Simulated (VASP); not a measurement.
# CdSe (F-43m) in VASP: G0W0 quasiparticle levels with PBE

Aim: the G0W0 quasiparticle levels of CdSe with PBE.

Program: VASP 6.6.1. These are calculated values, not measurements. Logs are shortened: lines on timing, memory, paths and dates and some standing lists are left out, and cuts for length are marked.

**1. The crystal as given**

It takes space group F-43m (No. 216, cubic). The conventional cell has a = 6.141 Å, b = 6.141 Å, c = 6.141 Å, α = 90.00°, β = 90.00°, γ = 90.00°. Around Cd (site symmetry -43m) lie 4 Se at 2.66 Å. Se (site symmetry -43m) has 4 Cd at 2.66 Å as nearest neighbours.

Measurements of this composition are mostly on another form, of space group No. 186.

**2. G0W0 quasiparticle levels, PBE**

Contents of POSCAR:

```
CdSe
1.0
    0.0000000000      3.0702711986      3.0702711986
    3.0702711986      0.0000000000      3.0702711986
    3.0702711986      3.0702711986      0.0000000000
Cd Se
1 1
Direct
    0.0000000000      0.0000000000      0.0000000000
    0.2500000000      0.2500000000      0.2500000000
```

Contents of INCAR.step1:

```
PREC = Accurate ; ENCUT = 450
EDIFF = 1E-8 ; ISMEAR = 0
SIGMA = 0.01 ; LREAL = F
LASPH = T ; NELM = 60
ALGO = Normal ; LWAVE = T
LCHARG = F ; GGA = PE
```

Contents of INCAR.step2:

```
PREC = Accurate ; ENCUT = 450
EDIFF = 1E-8 ; ISMEAR = 0
SIGMA = 0.01 ; LREAL = F
LASPH = T ; NELM = 1
ALGO = Exact ; LWAVE = T
LCHARG = F ; GGA = PE
NBANDS = 326 ; LOPTICS = T
ISTART = 1
```

Contents of INCAR.step3:

```
PREC = Accurate ; ENCUT = 450
EDIFF = 1E-8 ; ISMEAR = 0
SIGMA = 0.01 ; LREAL = F
LASPH = T ; ALGO = EVGW0
LWAVE = F ; LCHARG = F
GGA = PE ; NELMGW = 1
NBANDS = 326 ; ENCUTGW = 180
NOMEGA = 50 ; PRECFOCK = Fast
ISTART = 1 ; NBANDSGW = 17
```

Contents of KPOINTS:

```
regular mesh
0
Gamma
  4 4 4
```

Potentials or basis: VASP PAW PBE potentials, release 64 (Cd_GW, Se_GW).

Launch:

```bash
$ cat potpaw_PBE.64/Cd_GW/POTCAR potpaw_PBE.64/Se_GW/POTCAR > POTCAR
$ cp INCAR.step1 INCAR
$ mpirun -np 1 vasp_std > vasp.out
$ cp INCAR.step2 INCAR
$ mpirun -np 1 vasp_std > vasp.out
$ cp INCAR.step3 INCAR
$ mpirun -np 1 vasp_std > vasp.out
```

OUTCAR:

```text
PREC = Accurate
   ENCUT = 450
   EDIFF = 1E-8
   ISMEAR = 0
   LREAL = F
   LASPH = T
   GGA = PE
   NELMGW = 1
   ENCUTGW = 180
   PRECFOCK = Fast
   ISTART = 1

 ion  position               nearest neighbor table
   1  0.000  0.000  0.000-   2 2.66   2 2.66   2 2.66   2 2.66
   2  0.250  0.250  0.250-   1 2.66   1 2.66   1 2.66   1 2.66

  LATTYP: Found a face centered cubic cell.
 ALAT       =     6.1405423972

  Lattice vectors:

 A1 = (   0.0000000000,   3.0702711986,   3.0702711986)
 A2 = (   3.0702711986,   0.0000000000,   3.0702711986)
 A3 = (   3.0702711986,   3.0702711986,   0.0000000000)

Analysis of symmetry for initial positions (statically):
=====================================================================
 Subroutine PRICEL returns:
 Original cell was already a primitive cell.

 Routine SETGRP: Setting up the symmetry group for a
 face centered cubic supercell.

 Subroutine GETGRP returns: Found 24 space group operations
 (whereof 24 operations were pure point group operations)
 out of a pool of 48 trial point group operations.

The static configuration has the point symmetry T_d .

Analysis of symmetry for dynamics (positions and initial velocities):
=====================================================================
 Subroutine PRICEL returns:
 Original cell was already a primitive cell.

 Routine SETGRP: Setting up the symmetry group for a
 face centered cubic supercell.

 Subroutine GETGRP returns: Found 24 space group operations
 (whereof 24 operations were pure point group operations)
 out of a pool of 48 trial point group operations.

The dynamic configuration has the point symmetry T_d .

 Subroutine INISYM returns: Found 24 space group operations
 (whereof 24 operations are pure point group operations),
 and found     1 'primitive' translations

----------------------------------------------------------------------------------------

                                     Primitive cell

  volume of cell :      57.8842

  direct lattice vectors                    reciprocal lattice vectors
     0.000000000  3.070271199  3.070271199    -0.162852063  0.162852063  0.162852063
     3.070271199  0.000000000  3.070271199     0.162852063 -0.162852063  0.162852063
[... 45 lines left out ...]
  0.250000  0.250000  0.000000      6.000000
  0.500000  0.250000  0.000000     24.000000
 -0.250000  0.250000  0.000000     12.000000
  0.500000  0.500000  0.000000      3.000000
 -0.250000  0.500000  0.250000      6.000000
   k-points           NKPTS =      8   k-points in BZ     NKDIM =     64   number of bands    NBANDS=    326
   number of dos      NEDOS =    301   number of ions     NIONS =      2
   total plane-waves  NPLWV =  27000
   dimension x,y,z NGX =    30 NGY =   30 NGZ =   30
   dimension x,y,z NGXF=    60 NGYF=   60 NGZF=   60
   ions per type =               1   1
   NGX,Y,Z   is equivalent  to a cutoff of  11.49, 11.49, 11.49 a.u.
   NGXF,Y,Z  is equivalent  to a cutoff of  22.97, 22.97, 22.97 a.u.
 SYSTEM =  unknown system
   PREC   = accura    normal or accurate (medium, high low for compatibility)
   ISTART =      1    job   : 0-new  1-cont  2-samecut
   ICHARG =      0    charge: 1-file 2-atom 10-const
   ISPIN  =      1    spin polarized calculation?
   LNONCOLLINEAR =      F non collinear calculations
   LSORBIT =      F    spin-orbit coupling
   LASPH  =      T    aspherical Exc in radial PAW
   ENCUT  =  450.0 eV  33.07 Ry    5.75 a.u.   7.51  7.51  7.51*2*pi/ulx,y,z
   NELM   =     60;   NELMIN=  2; NELMDL=  0     # of ELM steps
   EDIFF  = 0.1E-07   stopping-criterion for ELM
   LREAL  =      F    real-space projection
   EDIFFG = 0.1E-06   stopping-criterion for IOM
   NSW    =      0    number of steps for IOM
   IBRION =     -1    ionic relax: 0-MD 1-quasi-New 2-CG
   NFREE  =      0    steps in history (QN), initial steepest desc. (CG)
   ISIF   =      0    stress and relaxation
   ISYM   =      3    0-nonsym 1-usesym 2-fastsym
   POTIM  = 0.5000    time-step for ionic-motion
   TEBEG  =    0.0;   TEEND  =   0.0 temperature during run
   PSTRESS=    0.0 pullay stress
   NELECT =      18.0000    total number of electrons
   NUPDOWN=      -1.0000    fix difference up-down
   EMIN   =  10.00;   EMAX   =-10.00  energy-range for DOS
   EFERMI =   0.00;   METHOD = LEGACY
   ISMEAR =     0;   SIGMA  =   0.01  broadening in eV -4-tet -1-fermi 0-gaus
   EFERMI_NEDOS =   21; number of points for ismear=-14 and -15
   IALGO  =     38    algorithm
   IMIX   =      4    mixing-type and parameters
     AMIX     =   0.40;   BMIX     =  1.00
     AMIX_MAG =   1.60;   BMIX_MAG =  1.00
  volume/ion in A,a.u.               =      28.94       195.31
  Fermi-wavevector in a.u.,A,eV,Ry     =   1.109121  2.095935 16.737199  1.230149
  Thomas-Fermi vector in A             =   2.245657
   LORBIT       =      0    0 simple, 1 ext, 2 COOP (PROOUT), +10 PAW based schemes
   GGA     = PE    functional components
   LHFCALC =     T    Hartree Fock is set to
   PRECFOCK=fast      Normal, Fast or Accurate (Low or Medium for compatibility)
   ENCUT4O =  -1.0   cutoff for four orbital integrals eV
   NKREDX  =     1    reduce k-point grid by
   NKREDY  =     1    reduce k-point grid by
   NKREDZ  =     1    reduce k-point grid by
   AEXX    =    1.0000 exact exchange contribution
   HFSCREEN=    0.0000 screening length (either q_TF or 0.3 A-1)
   HFSCREENC=   0.0000 screening length for correlation (either q_TF or 0.3 A-1)
   ENCUTFOCK=  -1.0 apply spherical cutoff to Coloumb kernel
   IVDW    =     0    specifies the selected vdW correction
   LEPSILON=     F    determine dielectric tensor
   LRPA    =     F    only Hartree local field effects (RPA)
   LRPAFORCE           =     F    calculate RPA forces
   ENCUTGW             = 180.0    cutoff for response function in eV
   ENCUTGWSOFT         = 144.0    soft cutoff for Coulomb kernel in GW response function in eV
   ENCUTLF             =  -1.0    cutoff for local field effects
   NELMGW              =     1    number of iterations in solving QP/BSE equation
   NELMHF              =     1    number of iterations in the inner HF iteration
   NKREDLFX            =     1    NKREDLFY  =   1   NKREDLFZ  =   1
 non-spin polarized calculation
 Gauss-broadening in eV      SIGMA  =   0.01
  energy-cutoff  :      450.00
  volume of cell :       57.88
 maximum number of plane-waves:      1283
  NGX = 18; NGY = 18; NGZ = 18
   NGX = 15   NGY = 15   NGZ = 15
 maximum number of plane-waves:       332

 QP shifts <psi_nk| G(iteration)W_0 |psi_nk>: iteration 1
 for sc-GW calculations column KS-energies equals QP-energies in previous step
 and V_xc(KS)=  KS-energies - (<T + V_ion + V_H > + <T+V_H+V_ion>^1  + <V_x>^1)

 k-point   1 :       0.0000    0.0000    0.0000
  band No.  KS-energies  QP-energies   sigma(KS)   V_xc(KS)     V^pw_x(r,r')   Z            occupation Imag(sigma)

      1     -10.5451     -11.0432     -13.2051     -12.3866     -19.6776       0.6086       2.0000       0.6336
      2      -5.9862      -7.9773     -18.1418     -15.1957     -22.9437       0.6758       2.0000       0.0367
      3      -5.9862      -7.9773     -18.1418     -15.1957     -22.9437       0.6758       2.0000       0.0367
      4      -5.9862      -7.9773     -18.1418     -15.1957     -22.9437       0.6758       2.0000       0.0367
      5      -5.6445      -7.7341     -18.5661     -15.4961     -23.2400       0.6806       2.0000      -0.0066
      6      -5.6445      -7.7341     -18.5661     -15.4961     -23.2400       0.6806       2.0000      -0.0066
[... 143 lines left out ...]
      3      -5.8109      -7.8587     -18.4219     -15.4086     -23.1895       0.6796       2.0000       0.0283
      4      -5.6754      -7.7582     -18.5502     -15.4909     -23.2545       0.6808       2.0000       0.0062
      5      -5.6392      -7.7202     -18.5267     -15.4700     -23.2103       0.6808       2.0000      -0.0027
      6      -5.1935      -7.1635     -18.4769     -15.5957     -23.1387       0.6837       2.0000       0.0255
[... 9 lines left out ...]
     16      14.7040      14.8111      -9.3565      -9.5034      -3.7122       0.7286       0.0000      -0.5847
     17      14.8397      14.9184     -10.2246     -10.3328      -4.4577       0.7277       0.0000      -0.6514
```

OUTCAR.step1:

```text
PREC = Accurate
   ENCUT = 450
   EDIFF = 1E-8
   ISMEAR = 0
   LREAL = F
   LASPH = T
[... 329 lines left out ...]
 -----------------------------------------------------------------------------------
      0.00000      0.00000      0.00000        -0.000000     -0.000000     -0.000000
      1.53514      1.53514      1.53514         0.000000      0.000000      0.000000
 -----------------------------------------------------------------------------------
    total drift:                                0.000000      0.000000      0.000000

  FREE ENERGIE OF THE ION-ELECTRON SYSTEM (eV)
  ---------------------------------------------------
  free  energy   TOTEN  =        -5.4764173008 eV

  energy  without entropy=       -5.4764173008  energy(sigma->0) =       -5.47641730
```

It took 5.6 min on 1 thread of Intel Xeon 6975P-C (Granite Rapids), shared host; peak memory 0.8 GiB.

Results:

| Item | Value |
| --- | --- |
| Band gap on the k mesh, mean-field level | 0.53 eV, direct |
| Quasiparticle gap | 1.19 eV |
| Least direct quasiparticle gap | 1.19 eV |

Caveat: the k mesh is coarse (spacing up to 0.44 Å⁻¹), so the values aren't converged; bands, screening cutoff and mesh are small and nothing is extrapolated, so the quasiparticle values aren't converged.
